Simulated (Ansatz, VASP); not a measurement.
# AlPt in VASP and in Ansatz

```
CELL_PARAMETERS angstrom
4.91671 0.00000 0.00000
0.00000 4.91671 0.00000
0.00000 0.00000 4.91671
ATOMIC_POSITIONS crystal
Al 0.84388 0.84388 0.84388
Al 0.65612 0.15612 0.34388
Al 0.34388 0.65612 0.15612
Al 0.15612 0.34388 0.65612
Pt 0.15402 0.15402 0.15402
Pt 0.34598 0.84598 0.65402
Pt 0.65402 0.34598 0.84598
Pt 0.84598 0.65402 0.34598
```

Alike in both runs: functional PBEsol; k mesh 8 × 8 × 8; occupations gaussian, width 0.1 eV; no spin polarisation.

Ansatz relaxed the structure, and its values are those at the end. VASP's run is a single point on that final structure, the one shown.

```csv
,VASP,Ansatz
version,VASP 6.6.1,Ansatz 0.2.0
potentials or method,"VASP PAW PBE potentials, release 64 (Al, Pt)","scalar-relativistic, plane waves, PAW"
plane-wave cutoff (eV),520,420
valence electrons in the cell,52,84
```

```csv
,VASP,Ansatz,Ansatz less VASP
gap on the k mesh at the Fermi level (eV),none,none,-
pressure (GPa),-5.7,-5.6,+0.12
```

A gap of «none» marks a metal or a gap that the smearing closes. With one functional, cell and mesh, what is left measures potentials, basis and numerics. The two sets of potentials don't hold the same shells in valence. Ansatz warned: «stress_scf_threshold_loose».

Caveats: the PAW data sets were made with another functional, which shifts forces and pressure a little (VASP). Spin-orbit coupling is left out, which matters for the levels of Pt.
